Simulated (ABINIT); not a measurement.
# CdS (Greenockite) (P6_3mc) in ABINIT: settings compared

Aim: see how the results for CdS (Greenockite) move with the level of theory and the settings. Levels: LDA, PBEsol. Tasks: relaxation of cell and atoms, single point.

All numbers are computed with ABINIT 10.8.3 (patched build); they aren't measurements. Logs are shortened: lines on timing, memory, paths and dates and some standing lists are left out, and cuts for length are marked. The log counts tension as positive stress, the text compression.

**Measured values to compare with.**

From “Isotope dependence of band-gap energy”, 2008, arxiv:0807.2152, for a bulk crystal of CdS: band gap 2.5809 ± 0.0002 eV.

The results are compared with them further down.

## Step 1: Starting point

Symmetry: P6_3mc, No. 186, hexagonal system. Conventional cell: a = 4.150 Å, b = 4.150 Å, c = 6.737 Å, α = 90.00°, β = 90.00°, γ = 120.00°. Cd (site symmetry 3m) is surrounded by 4 S at 2.53 to 2.54 Å. Around S (site symmetry 3m) lie 4 Cd at 2.53 to 2.54 Å.

## Step 2: Relaxation of cell and atoms, LDA

The input, run.abi:

```
# Pseudopotentials
pp_dirpath "./"
pseudos "Cd.LDA_PW-JTH.xml, S.LDA_PW-JTH.xml"

# Structure
acell 7.8423634172 7.8423634172 12.7310849016
rprim
     1.0000000000     0.0000000000     0.0000000000
    -0.5000000000     0.8660254038     0.0000000000
     0.0000000000     0.0000000000     1.0000000000
ntypat 2
znucl 48 16
natom 4
typat 1 1 2 2
chkprim 0
chksymtnons 0
tolsym 1.0e-6
xred
            2/3            1/3            1/2
            1/3            2/3            0.0
            2/3            1/3            7/8
            1/3            2/3            3/8

# Plane-wave basis
ecut 15.0
pawecutdg 30.0
ecutsm 0.5

# k points
kptopt 1
ngkpt 5 5 3
nshiftk 1
shiftk 0.0 0.0 0.0

# Exchange and correlation
ixc 7

# Bands and occupations
nband 22
occopt 3
tsmear 0.05 eV

# SCF cycle
nstep 80
tolvrs 1.0e-12

# Output
iomode 3
prteig 0
prtebands 0
prtwf 0
prtden 0

# Relaxation
ionmov 22
optcell 2
ntime 50
tolmxf 2.0e-5
dilatmx 1.08
```

Potentials or basis: JTH PAW LDA v2.0.

The run is started by

```bash
> abinit run.abi > log 2>&1
```

run.abo:

```text
.Version 10.8.3 of ABINIT
 Symmetries : space group P6_3 m c (#186); Bravais hP (primitive hexag.)
================================================================================
 Values of the parameters that define the memory need of the present run
     intxc =       0    ionmov =      22      iscf =      17    lmnmax =      18
     lnmax =       6     mgfft =      48  mpssoang =       3    mqgrid =    3391
     natom =       4  nloc_mem =       2    nspden =       1   nspinor =       1
    nsppol =       1      nsym =      12    n1xccc =       1    ntypat =       2
    occopt =       3   xclevel =       1
       mpw =        2418          nfft =       43200          nkpt =          10
 PAW method is used; the additional fine FFT grid is defined by:
   mgfftf=        72    nfftf =    145800
================================================================================
================================================================================

--------------------------------------------------------------------------------
------------- Echo of variables that govern the present computation ------------
--------------------------------------------------------------------------------
 -outvars: echo values of preprocessed input variables --------
            acell      7.8423634172E+00  7.8423634172E+00  1.2731084902E+01 Bohr
              amu      1.12411000E+02  3.20660000E+01
          chkprim           0
      chksymtnons           0
          dilatmx      1.08000000E+00
             ecut      1.50000000E+01 Hartree
           ecutsm      5.00000000E-01 Hartree
           ionmov          22
              ixc           7
         kptrlatt        5    0    0      0    5    0      0    0    3
          kptrlen      3.81932547E+01
            natom           4
            nband          22
            ngfft          30      30      48
          ngfftdg          45      45      72
             nkpt          10
            nstep          80
             nsym          12
            ntime          50
           ntypat           2
           occopt           3
          optcell           2
        pawecutdg      3.00000000E+01 Hartree
           prtden           0
        prtebands           0
           prteig           0
            prtwf           0
            rprim      1.0000000000E+00  0.0000000000E+00  0.0000000000E+00
                      -5.0000000000E-01  8.6602540380E-01  0.0000000000E+00
                       0.0000000000E+00  0.0000000000E+00  1.0000000000E+00
          spgroup         186
           tolmxf      2.00000000E-05
           tolsym      1.00000000E-06
           tolvrs      1.00000000E-12
           tsmear      1.83746611E-03 Hartree
            typat      1  1  2  2
           useylm           1
           xangst      2.0749999986E+00  1.1980018078E+00  3.3684999977E+00
                      -8.1421037665E-17  2.3960036156E+00  0.0000000000E+00
                       2.0749999986E+00  1.1980018078E+00  5.8948749960E+00
                      -8.1421037665E-17  2.3960036156E+00  2.5263749983E+00
            xcart      3.9211817086E+00  2.2638953150E+00  6.3655424508E+00
                      -1.5386346207E-16  4.5277906301E+00  0.0000000000E+00
                       3.9211817086E+00  2.2638953150E+00  1.1139699289E+01
                      -1.5386346207E-16  4.5277906301E+00  4.7741568381E+00
             xred      6.6666666667E-01  3.3333333333E-01  5.0000000000E-01
                       3.3333333333E-01  6.6666666667E-01  0.0000000000E+00
                       6.6666666667E-01  3.3333333333E-01  8.7500000000E-01
                       3.3333333333E-01  6.6666666667E-01  3.7500000000E-01
            znucl       48.00000   16.00000

================================================================================

 chkinp: Checking input parameters for consistency.

================================================================================
== DATASET  1 ==================================================================

--- !DatasetInfo
iteration_state: {dtset: 1, }
dimensions: {natom: 4, nkpt: 10, mband: 22, nsppol: 1, nspinor: 1, nspden: 1, mpw: 2418, }
cutoff_energies: {ecut:  15.0, pawecutdg:  30.0, }
electrons: {nelect:   3.60000000E+01, charge:   0.00000000E+00, occopt:   3.00000000E+00, tsmear:   1.83746611E-03, }
meta: {optdriver: 0, ionmov: 22, optcell: 2, iscf: 17, paral_kgb: 0, }
...

 Exchange-correlation functional for the present dataset will be:
  LDA: Perdew-Wang 92 LSD fit to Ceperley-Alder data - ixc=7
  J.P.Perdew and Y.Wang, PRB 45, 13244 (1992)

 Real(R)+Recip(G) space primitive vectors, cartesian coordinates (Bohr,Bohr^-1):
 R(1)=  7.8423634  0.0000000  0.0000000  G(1)=  0.1275126  0.0736194  0.0000000
 R(2)= -3.9211817  6.7916859  0.0000000  G(2)=  0.0000000  0.1472388  0.0000000
 R(3)=  0.0000000  0.0000000 12.7310849  G(3)=  0.0000000  0.0000000  0.0785479
 Unit cell volume ucvol=  6.7809411E+02 bohr^3
 Angles (23,13,12)=  9.00000000E+01  9.00000000E+01  1.20000000E+02 degrees

 Coarse grid specifications (used for wave-functions):

 getcut: wavevector=  0.0000  0.0000  0.0000  ngfft=  30  30  48
         ecut(hartree)=     17.496   => boxcut(ratio)=   2.00236

 Fine grid specifications (used for densities):

 getcut: wavevector=  0.0000  0.0000  0.0000  ngfft=  45  45  72
         ecut(hartree)=     34.992   => boxcut(ratio)=   2.10696

[... 26 lines left out ...]
--------------------------------------------------------------------------------

---SELF-CONSISTENT-FIELD CONVERGENCE--------------------------------------------
[... 482 lines left out ...]
  7.69873464178769E+00  0.00000000000000E+00  0.00000000000000E+00
 -3.84936732089385E+00  6.66729977690324E+00  0.00000000000000E+00
  0.00000000000000E+00  0.00000000000000E+00  1.25261910648531E+01
 Unitary Cell Volume (ucvol) [Bohr^3]=  6.42966528376406E+02
 Angles (23,13,12)= [degrees]
  9.00000000000000E+01  9.00000000000000E+01  1.19999999999554E+02
 Lengths [Bohr]
  7.69873464178769E+00  7.69873464189145E+00  1.25261910648531E+01
 Stress tensor in cartesian coordinates (strten) [Ha/bohr^3]
  5.66617614136070E-06  0.00000000000000E+00  0.00000000000000E+00
  0.00000000000000E+00  5.66617596812081E-06  0.00000000000000E+00
  0.00000000000000E+00  0.00000000000000E+00 -2.95109253836455E-05
 Total energy (etotal) [Ha]= -1.16181226348647E+02

 Difference of energy with previous step (new-old):
           Absolute (Ha)= 6.99215E-05
           Relative     = 6.01831E-07

--- Iteration: ( 5/50) Internal Cycle: (1/1)
--------------------------------------------------------------------------------

---SELF-CONSISTENT-FIELD CONVERGENCE--------------------------------------------
[... 359 lines left out ...]
 Difference of energy with previous step (new-old):
           Absolute (Ha)=-6.43118E-06
           Relative     =-5.53547E-08

 At Broyd/MD step   7, gradients are converged :
  max grad (force/stress) = 1.0880E-05 < tolmxf= 2.0000E-05 ha/bohr (free atoms)

================================================================================

 ----iterations are completed or convergence reached----

 Mean square residual over all n,k,spin=   17.159E-16; max=  39.000E-15
 reduced coordinates (array xred) for    4 atoms
       0.666666666667      0.333333333333      0.499463589657
       0.333333333333      0.666666666667     -0.000536410343
       0.666666666667      0.333333333333      0.875536410343
       0.333333333333      0.666666666667      0.375536410343
 rms dE/dt=  9.1847E-05; max dE/dt=  5.4784E-05; dE/dt below (all hartree)
    1       0.000000000000      0.000000000000      0.000054783869
    2       0.000000000000      0.000000000000      0.000054783869
    3       0.000000000000      0.000000000000     -0.000218206668
    4      -0.000000000000      0.000000000000     -0.000218206668

 cartesian coordinates (angstrom) at end:
    1      2.03792311965021     1.17659546173895     3.31590146542704
    2      0.00000000000000     2.35319092347790    -0.00356118820095
    3      2.03792311965021     1.17659546173895     5.81262083204993
    4      0.00000000000000     2.35319092347790     2.49315817842194

 cartesian forces (hartree/bohr) at end:
    1     -0.00000000000000    -0.00000000000000    -0.00001087980086
    2     -0.00000000000000    -0.00000000000000    -0.00001087980086
    3     -0.00000000000000    -0.00000000000000     0.00001087980086
    4      0.00000000000000     0.00000000000000     0.00001087980086
 frms,max,avg= 6.2814560E-06 1.0879801E-05   0.000E+00  0.000E+00  6.513E-06 h/b

 cartesian forces (eV/Angstrom) at end:
    1     -0.00000000000000    -0.00000000000000    -0.00055946185458
    2     -0.00000000000000    -0.00000000000000    -0.00055946185458
    3     -0.00000000000000    -0.00000000000000     0.00055946185458
    4      0.00000000000000     0.00000000000000     0.00055946185458
 frms,max,avg= 3.2300545E-04 5.5946185E-04   0.000E+00  0.000E+00  3.349E-04 e/A
 length scales=  7.702233123589  7.702233123693 12.545750601072 bohr
              =  4.075846239300  4.075846239355  6.638925307256 angstroms
 Fermi (or HOMO) energy (hartree) =   0.16107   Average Vxc (hartree)=  -0.34914
 Eigenvalues (hartree) for nkpt=  10  k points:
 kpt#   1, nband= 22, wtk=  0.01333, kpt=  0.0000  0.0000  0.0000 (reduced coord)
  -0.32239   -0.30416   -0.14845   -0.14803   -0.14803   -0.14457   -0.14457   -0.13079
  -0.13079   -0.12692   -0.12692   -0.11321   -0.03309    0.11114    0.11114    0.13971
   0.14199    0.14199    0.17857    0.23705    0.37255    0.37255
      occupation numbers for kpt#   1
   2.00000    2.00000    2.00000    2.00000    2.00000    2.00000    2.00000    2.00000
   2.00000    2.00000    2.00000    2.00000    2.00000    2.00000    2.00000    1.99998
   1.99994    1.99994    0.00015    0.00000    0.00000    0.00000
 prteigrs : prtvol=0 or 1, do not print more k-points.

--- !EnergyTerms
iteration_state     : {dtset: 1, itime: 7, icycle: 1, }
comment             : Components of total free energy in Hartree
kinetic             :  3.45545791078912E+01
hartree             :  2.79581329653258E+01
xc                  : -1.37245031108019E+01
Ewald energy        : -8.63312522516886E+01
psp_core            :  3.08820115196823E+00
local_psp           : -8.80006416225081E+01
PAW spherical_terms :  6.27415459726911E+00
internal            : -1.16181329162544E+02
'-kT*entropy'       : -7.92938997506137E-08
total_energy        : -1.16181329241838E+02
total_energy_eV     : -3.16145502457115E+03
...

--- !EnergyTermsDC
iteration_state     : {dtset: 1, itime: 7, icycle: 1, }
comment             : '"Double-counting" decomposition of free energy'
band_energy         : -3.16191945040432E+00
Ewald energy        : -8.63312522516886E+01
psp_core            :  3.08820115196823E+00
xc_dc               : -2.63195675448617E+01
PAW spherical_terms : -3.45679088723511E+00
internal            : -1.16181328982222E+02
'-kT*entropy'       : -7.92938997506137E-08
total_energy_dc     : -1.16181329061515E+02
total_energy_dc_eV  : -3.16145501966431E+03
...

--- !EnergyTermsWithPAWCore
iteration_state     : {dtset: 1, itime: 7, icycle: 1, }
comment             : 'Components of total free energy, including PAW core contributions'
Total energy        : -1.19754224154502E+04
Total energy DC     : -1.19754224152699E+04
Total energy (eV)   : -3.25867844805595E+05
Total energy DC (eV): -3.25867844800688E+05
...

 rms coord change=  3.0970E-04   atom, delta coord (reduced):
     1        0.000000000000      0.000000000000     -0.000536410343
     2        0.000000000000      0.000000000000     -0.000536410343
     3        0.000000000000      0.000000000000      0.000536410343
     4        0.000000000000      0.000000000000      0.000536410343

 Cartesian components of stress tensor (hartree/bohr^3)
  sigma(1 1)= -3.77431177E-08  sigma(3 2)=  0.00000000E+00
  sigma(2 2)= -3.77432899E-08  sigma(3 1)=  0.00000000E+00
  sigma(3 3)=  2.97866102E-08  sigma(2 1)=  0.00000000E+00

-Cartesian components of stress tensor (GPa)         [Pressure=  4.4818E-04 GPa]
- sigma(1 1)= -1.11044086E-03  sigma(3 2)=  0.00000000E+00
- sigma(2 2)= -1.11044593E-03  sigma(3 1)=  0.00000000E+00
- sigma(3 3)=  8.76352328E-04  sigma(2 1)=  0.00000000E+00

== END DATASET(S) ==============================================================
================================================================================

 -outvars: echo values of variables after computation  --------
            acell      7.7022331236E+00  7.7022331237E+00  1.2545750601E+01 Bohr
           etotal     -1.1618132906E+02
            fcart     -0.0000000000E+00 -0.0000000000E+00 -1.0879800865E-05
                      -0.0000000000E+00 -0.0000000000E+00 -1.0879800865E-05
                      -2.7967423784E-28 -1.6146999650E-28  1.0879800865E-05
                       2.7967423784E-28  1.6146999650E-28  1.0879800865E-05
            rprim      1.0000000000E+00  0.0000000000E+00  0.0000000000E+00
                      -4.9999999999E-01  8.6602540379E-01  0.0000000000E+00
                       0.0000000000E+00  0.0000000000E+00  1.0000000000E+00
           strten     -3.7743117704E-08 -3.7743289888E-08  2.9786610192E-08
                       0.0000000000E+00  0.0000000000E+00  0.0000000000E+00
           xangst      2.0379231197E+00  1.1765954617E+00  3.3159014654E+00
                       7.2502648223E-17  2.3531909235E+00 -3.5611882009E-03
                       2.0379231197E+00  1.1765954617E+00  5.8126208320E+00
                       7.2502648223E-17  2.3531909235E+00  2.4931581784E+00
             xred      6.6666666667E-01  3.3333333333E-01  4.9946358966E-01
                       3.3333333333E-01  6.6666666667E-01 -5.3641034296E-04
                       6.6666666667E-01  3.3333333333E-01  8.7553641034E-01
                       3.3333333333E-01  6.6666666667E-01  3.7553641034E-01
 Calculation completed.
```

It took 2.4 min on 1 thread of Intel Xeon 6975P-C (Granite Rapids), shared host; peak memory 0.12 GiB.

What came out:

* Free energy: -3161.4550 eV
* Band gap on the k mesh: 1.00 eV, direct

Caveat: the cutoff is too short for stress, so the log's stress isn't used; an odd mesh through Γ misses points on the zone boundary, where band edges often lie.

## Step 3: Single point, PBEsol

The input, run.abi:

```
# Pseudopotentials
pp_dirpath "./"
pseudos "Cd.upf, S.upf"

# Structure
acell 4.15 4.15 6.737 Angstrom
rprim
     1.0000000000     0.0000000000     0.0000000000
    -0.5000000000     0.8660254038     0.0000000000
     0.0000000000     0.0000000000     1.0000000000
ntypat 2
znucl 48 16
natom 4
typat 1 1 2 2
xred
     0.6666666667     0.3333333333     0.5000000000
     0.3333333333     0.6666666667     0.0000000000
     0.6666666667     0.3333333333     0.8750000000
     0.3333333333     0.6666666667     0.3750000000

# Plane-wave basis
ecut 47.0

# k points
kptopt 1
ngkpt 5 5 3
nshiftk 1
shiftk 0.0 0.0 0.0

# Exchange and correlation
ixc -116133

# Bands and occupations
nband 32
occopt 3
tsmear 0.05 eV

# SCF cycle
nstep 100
tolvrs 1.0e-10

# Output
iomode 3
prtwf 0
prtden 0
prteig 0
prtebands 0
enunit 2
```

Potentials or basis: PseudoDojo NC SR PBEsol v0.4.1 standard.

The run is started by

```bash
> abinit run.abi > log 2>&1
```

Run time: 3.1 min. Hardware: 1 thread of Arm Neoverse V1, shared host; peak memory 0.16 GiB.

It converged, with:

| Quantity | Value |
| --- | --- |
| Free energy | -10137.3645 eV |
| Pressure | -1.3 GPa |
| Largest force | 0.062 eV/Å |
| Band gap on the k mesh | 1.05 eV, direct |
| Valence electrons inside the program's atomic spheres | Cd 17.16; S 3.89 |

Forces in eV/Å, atoms in the order of the input:
```
Cd   0.000  0.000 -0.062
Cd   0.000  0.000 -0.062
S    0.000  0.000  0.062
S    0.000  0.000  0.062
```

Stress tensor (GPa, compression positive):
```
-1.44  0.00  0.00
 0.00 -1.44  0.00
 0.00  0.00 -0.92
```

Levels at points of the mesh, in eV from the valence-band top:
| k point | band 23 | band 24 | band 25 | band 26 | band 27 | band 28 | band 29 | band 30 |
| --- | --- | --- | --- | --- | --- | --- | --- | --- |
| (0.00, 0.00, 0.00) | -0.77 | -0.04 | 0.00 | 0.00 | 1.05 | 2.66 | 6.35 | 6.35 |

(Part 1 of 2 ends here.)
